**Q:** I would like to use PtSe₂ as a transistor channel. In these PBE levels of the bulk crystal, the highest one under the Fermi energy lies at −1.056 eV and the lowest one over it at 0.055 eV. Is that a gap of 1.1 eV?

Kohn–Sham levels of bulk PtSe₂ (space group P-3m1, 3 atoms per cell), computed with FLEUR MaX-R8.1 (patched build s14) using all-electron FLAPW and PBE, without spin polarisation or spin–orbit coupling. The k mesh is 3×3×2, with Fermi–Dirac smearing of 0.05 eV. Levels are relative to the Fermi energy and numbered outwards from it at each point.

```tsv
point a (reciprocal cell vector)	point b (reciprocal cell vector)	point c (reciprocal cell vector)	level under 4 (eV)	level under 3 (eV)	level under 2 (eV)	level under 1 (eV)	level over 1 (eV)	level over 2 (eV)
0.0000	0.0000	0.0000	-3.986	-2.558	-1.056	-1.056	0.387	1.484
0.0000	0.0000	0.5000	-2.959	-1.706	-1.495	-1.495	2.337	2.337
0.0000	0.3333	0.0000	-3.609	-2.535	-2.358	-2.001	1.078	2.100
0.0000	0.3333	0.5000	-3.374	-2.569	-1.868	-1.181	0.895	1.025
0.3333	0.3333	0.0000	-3.753	-2.669	-1.828	-1.828	0.055	0.055
0.3333	0.3333	0.5000	-4.172	-3.644	-2.493	-2.493	2.025	2.025
```

**A:** No, the bands overlap and the crystal is a semimetal. "Level under 1" and "level over 1" are the nearest levels below and above the Fermi energy, which is the zero; they don't tell which band a level belongs to. Apart from the deep atomic cores, the calculation has 50 electrons per cell to place in bands, so a semiconductor would have 25 full bands at every point. At Γ, where points a, b and c are all zero, the 25th band is the level at 0.387 eV, and it is empty. Its electrons have gone to K, the point (⅓, ⅓, 0), into the pair at 0.055 eV formed by bands 26 and 27.

**Q:** How do you know that the level at Γ is an emptied valence level and not an ordinary conduction level?

**A:** The electrons have to balance. Γ is one of the 18 points of the mesh, so emptying one band there releases 2/18 of an electron per cell. K and its mirror partner are two points, each with two bands and two spins, which makes 8/18 of a place. The pair at K must therefore be one quarter full.

Thermal filling turns this into an energy. A level at energy E above the Fermi energy has the filling 1/(1 + exp(E/w)), where w = 0.05 eV is the smearing width. Setting this to ¼ gives exp(E/w) = 3, so E = 0.05 eV × ln 3 = 0.055 eV. The table has the same value, which did not enter the estimate. Since the filling law is built into the calculation, the agreement tests only how the levels were assigned to bands. If the level at Γ were a conduction level, with 25 bands under the Fermi energy at every point, the electrons at K would have left no holes behind. The balance does not prove the assignment unique, but any other that balances needs a conduction level more than 1 eV under the Fermi energy or a valence level more than 2 eV over it.

The estimate also carries a warning. The Fermi energy sits where the mesh and the smearing put it, so a carrier density taken from this run would describe the mesh more than the material.

**Q:** Bands 25 and 26 are more than 1 eV apart at each of these points. What lifts one band at Γ and lowers the other at K?

**A:** The contact between the layers does. Each cell holds one layer, and point c sets the phase of the electron wave from one layer to the next. If the layers didn't touch, two points that differ only in c would have the same levels. Instead, the single valence level at 0.387 eV falls by 2.1 eV on the way from Γ to A, the point (0, 0, ½). The conduction pair at K rises by 2.0 eV over the same step in c.

A chain of atoms with one orbital each shows how this works. Its band has one edge where neighbours are in phase and the other where they are opposed, and the middle is, to a first approximation, the level of a lone atom. Here a layer takes the place of the atom, and theory assigns the single level at Γ to Se p orbitals that point across the space between layers. On both faces of a layer these orbitals should point the same way. With all layers in phase, lobes of opposite sign then face each other across the contact, which is antibonding and raises the level. The same holds between the two Se sheets of one layer, which lie about as far apart as the sheets across the contact. At A every second layer is reversed, so one of the two contacts must become bonding and the level falls. The table doesn't show which one: the highest single level at A may keep the form it has at Γ, or it may be the other upright combination, with the orbitals on the two faces pointing opposite ways, and then one orbital per layer is too few. The valence pair, which should consist mostly of p orbitals lying in the plane, feels the next layer less and falls by only 0.4 eV, so at A it ends up above the single level. The conduction pair at K shifts the opposite way and is lower at c = 0; at K the couplings between upright orbitals of neighbouring Se atoms are expected to cancel, so other orbitals must carry the shift, and the table doesn't show which.

**Q:** Yet at (0, ⅓, 0) the valence band lies lower than at (0, ⅓, ½). Isn't that the wrong way round?

**A:** It is the reverse of Γ and A, by 0.8 eV, and here a chain with one orbital per layer is too simple to give the sign. Each Se atom touches three Se atoms of the next layer. A wave that also runs along the layer reaches these three with different phases, so their contributions partly cancel. For upright orbitals alone that should weaken the shift but not reverse it. The lower symmetry, however, lets them mix with in-plane p and Pt d orbitals, so band 25 need not have the same character at the two points. Such mixing can turn the shift round, but the levels alone don't show whether it is the cause here.

**Q:** So is the material lost for my channel?

**A:** Only as a thick film. Among the points with c = 0 the bands overlap by 0.33 eV, while among those with c = ½ they are 2.1 eV apart, so at the sampled points the overlap appears only where the wave keeps its phase from one layer to the next. Averaging each level over the two planes, a crude stand-in for uncoupled layers, leaves a gap of about 1.6 eV; since this leans on the one-orbital chain, it says that a gap opens rather than how large it is. A single layer is indeed known to be a semiconductor, which is why thin PtSe₂ suits channels and thick PtSe₂ suits contacts. The thickness at which one turns into the other is harder to predict. PBE tends to place empty bands too low relative to filled ones, so it probably exaggerates the overlap, and spin-orbit coupling, left out here, can split the pair at K. The output below lists bands 25 and 26 at all six points.

The analysis program printed:

```
Bands by electron count, eV:
     row       a       b    c  band 25  band 26  direct separation
     0.0       0       0    0    0.387    1.484              1.097
     0.0       0       0  0.5   -1.495    2.337              3.832
     0.0       0  0.3333    0   -2.001    1.078              3.079
     0.0       0  0.3333  0.5   -1.181    0.895              2.076
  0.3333  0.3333  0.3333    0   -1.828    0.055              1.883
  0.3333  0.3333  0.3333  0.5   -2.493    2.025              4.518
Apparent gap if under and over are read as valence and conduction, eV: 1.111
Holes in band 25, per cell: 0.1111
Electrons in bands 26 and 27, per cell: 0.111
Holes per cell if the first level over the Fermi energy at Gamma were a conduction level: 1.115e-10
Filling of the K pair from its computed level: 0.2497
K pair above Fermi energy predicted from one quarter filling, eV: 0.05493
Entropy term from the K pair alone, eV: 0.01249
Entropy term of the run, eV: 0.01252
Overlap of bands 25 and 26 on the zone-centre plane (point c zero), eV: 0.332
Gap between bands 25 and 26 on the zone-boundary plane (point c one half), eV: 2.076
Valence singlet, change from Gamma to A, eV: -2.093
Valence pair, change from Gamma to A, eV: -0.439
Conduction pair, change from K to H, eV: 1.97
Valence pair, change from K to H, eV: -0.665
Band 25, change from row 3 to row 4, eV: 0.82
Band 26, change from row 3 to row 4, eV: -0.183
Singlet above pair at Gamma, eV: 1.443
Singlet above pair at A, eV: -0.211
Crude gap with levels averaged over both planes, order of magnitude only, eV: 1.646
```
